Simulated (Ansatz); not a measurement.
**Ionic part of the dielectric constant of ZnS at 25 GPa, mode by mode**

Level of theory: Ansatz 0.2.0, DFT PBE, scalar-relativistic, plane waves, PAW. Plane waves to 420 eV; Γ-centred k mesh 10×10×10; fixed occupations. No spin polarisation. Phonons by linear response, acoustic sum rule imposed.

It takes space group F-43m (No. 216, cubic). Conventional cell: a = 5.058 Å, b = 5.058 Å, c = 5.058 Å, α = 90.00°, β = 90.00°, γ = 90.00°. Around Zn (site symmetry -43m) lie 4 S at 2.19 Å. S (site symmetry -43m) is surrounded by 4 Zn at 2.19 Å.

The real crystal has changed phase below this pressure.

The primitive cell has V = 32.34 Å³ and ε∞,yy = 6.032. Each polar mode adds Δε = (4.92064×10⁷/V)·S/ν² along y, with S its oscillator strength in e²/amu, ν in cm⁻¹ and V in Å³.

Problem. From these modes, find each Δε and ε0,yy.
| ν (cm⁻¹) | S_yy (e²/amu) |
| --- | --- |
| 374.1 | 0.136 |

Solution.
```
ν (cm⁻¹)    Δε
   374.1  1.48
```

The sum is 1.479, so ε0,yy = 7.51; the run's tensor has 7.51.

Problem. Where do the longitudinal modes lie for a wave vector along y?

Solution. At 417 cm⁻¹. The Lyddane–Sachs–Teller product Π(ν_LO/ν_TO)² = 1.25 matches ε0/ε∞ = 1.25.

Cost: 1 run of about 1.2 core-minutes, on Arm Neoverse V1 (shared hosts).

The lattice adds only 1.48 to an electronic part of 6.032, so most of the static screening in compressed zincblende ZnS comes from the electrons. With two atoms per primitive cell there is a single, triply degenerate polar optical mode, and cubic symmetry makes its contribution the same along every axis. That contribution is modest because the mode is stiff, its frequency entering as an inverse square, and because the Zn–S bond is partly covalent: the oscillator strength corresponds to an effective charge somewhat below the formal divalent one. The same charge produces the macroscopic field that lifts the longitudinal mode to 417 cm⁻¹.

The Lyddane–Sachs–Teller agreement shows that the frequencies and dielectric constants are mutually consistent, not that either is accurate. PBE usually underestimates the gap of ZnS, so the electronic part is probably too large, which would overscreen the field and make the longitudinal–transverse splitting too small. A single volume doesn't show how compression divides its effect between bond stiffness and effective charge.
